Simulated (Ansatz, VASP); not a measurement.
C: VASP beside Ansatz

```
C
1.0
     2.46887    0.00000    0.00000
    -1.23444    2.13811    0.00000
     0.00000    0.00000    7.39519
C
4
Direct
  0.00000 0.00000 0.25000
  0.00000 0.00000 0.75000
  0.33333 0.66667 0.25000
  0.66667 0.33333 0.75000
```

Alike in both runs: functional PBE; dispersion D3(BJ); k mesh 21 × 21 × 6; occupations gaussian, width 0.1 eV; no spin polarisation.

Ansatz relaxed the structure, and its values are those at the end. VASP's run is a single point on that final structure, the one shown.

```csv
,VASP,Ansatz
version,VASP 6.6.1,Ansatz 0.2.0
potentials or method,"VASP PAW PBE potentials, release 64 (C)","scalar-relativistic, plane waves, PAW"
plane-wave cutoff (eV),520,420
valence electrons in the cell,16,16
```

VASP gave:

* gap on the k mesh at the Fermi level (eV): none
* pressure (GPa): -1.3

Task: Which values does Ansatz return?

Result: gap on the k mesh at the Fermi level (eV): none; pressure (GPa): -1.7.

A gap of «none» marks a metal or a gap that the smearing closes.
